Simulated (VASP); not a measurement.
Runs of VASP 6.6.1 on AlN. Symmetry: P6_3mc, No. 186, hexagonal system. The conventional cell has a = 3.113 Å, b = 3.113 Å, c = 4.982 Å, α = 90.00°, β = 90.00°, γ = 120.00°. Around Al (site symmetry 3m) lie 4 N at 1.89 to 1.90 Å. Around N (site symmetry 3m) lie 4 Al at 1.89 to 1.90 Å. 

| task | level | cell | gap on the mesh (eV) | pressure (GPa) | relaxed volume (Å³/atom) | largest force (eV/Å) |
| --- | --- | --- | --- | --- | --- | --- |
| relaxation of shape and atoms at fixed volume | PBEsol | atoms relaxed at fixed volume | 4.12 | 0.0 | - | - |
| relaxation of shape and atoms at fixed volume | PBEsol | atoms relaxed at fixed volume from: a relaxed cell with its volume scaled by 1.02 | (b) | -3.9 | - | 0.01 |
| relaxation of shape and atoms at fixed volume | PBEsol | atoms relaxed at fixed volume from: a relaxed cell with its volume scaled by 1.04 | 3.80 | -7.3 | - | 0.01 |
| relaxation of cell and atoms | PBEsol | relaxed | 4.12 | 0.0 | 10.45 | - |
| relaxation of shape and atoms at fixed volume | PBEsol | atoms relaxed at fixed volume from: a relaxed cell with its volume scaled by 1.06 | (a) | -10.5 | - | 0.01 |
| relaxation of shape and atoms at fixed volume | PBEsol | atoms relaxed at fixed volume from: a relaxed cell with its volume scaled by 0.96 | 4.46 | 8.9 | - | - |
| relaxation of cell and atoms | RPBE | relaxed | 3.97 | 0.0 | 10.80 | - |
| relaxation of shape and atoms at fixed volume | PBEsol | atoms relaxed at fixed volume from: a relaxed cell with its volume scaled by 0.94 | 4.63 | 14.1 | - | - |
| relaxation of shape and atoms at fixed volume | PBEsol | atoms relaxed at fixed volume from: a relaxed cell with its volume scaled by 0.98 | 4.29 | 4.3 | - | 0.01 |

Alike in all rows: potentials or basis VASP PAW PBE potentials, release 64 (Al, N); no spin polarisation; k mesh 12 × 12 × 6; cutoff (eV) 600; smearing gaussian 0.03 eV.

**Question.** Estimate the missing entries.

**Answer.** (a) 3.64; (b) 3.95.

Caveats: the PAW data sets were made with another functional, which shifts forces and pressure a little; the relaxation stopped at its first step, so nothing moved (some runs).

A k mesh can miss the band edges.
